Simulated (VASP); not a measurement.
MoS2: single point with PBE

The system is MoS2, a sheet with vacuum.

```
S Mo
1.0
     3.18469    0.00000    0.00000
    -1.59234    2.75802    0.00000
     0.00000    0.00000   18.12000
S Mo
2 1
Direct
  0.33333 0.66667 0.41376
  0.33333 0.66667 0.58624
  0.66667 0.33333 0.50000
```

The cell was built by a generator and needn't be a form met in nature.

```json
{"Program": "VASP 6.6.1", "Task": "single point", "Functional": "PBE", "Potentials or basis": "VASP PAW PBE potentials, release 64 (S, Mo_sv)", "Cutoff": "520 eV", "k mesh": "12 × 12 × 1", "Occupations": "gaussian, width 0.01 eV", "Spin": "no spin polarisation", "Dipole correction": "no", "Further INCAR settings": "ALGO = Fast; EDIFF = 1e-07; NBANDS = 20"}
```

```
Largest force          : 0.012 eV/Å
Band gap on the k mesh : 1.67 eV, indirect (least direct gap 1.68 eV)
```

Forces in eV/Å, atoms in the order of the input:
```
S    0.000  0.000  0.012
S    0.000  0.000 -0.012
Mo   0.000  0.000  0.000
```

Levels at points of the mesh, in eV from the valence-band top:
| k point | band 11 | band 12 | band 13 | band 14 | band 15 | band 16 |
| --- | --- | --- | --- | --- | --- | --- |
| (0.00, 0.00, 0.00) | -1.50 | -1.50 | 0.00 | 2.76 | 2.76 | 3.01 |
| (0.50, 0.00, 0.00) | -1.87 | -0.97 | -0.62 | 2.24 | 2.75 | 3.88 |

Run time: 42 s on 1 thread of Intel(R) Xeon(R) 6975P-C (Granite Rapids), with other jobs on the host, peak memory 0.28 GiB.

A hybrid or GW would open this gap; PBE tends to underestimate it.
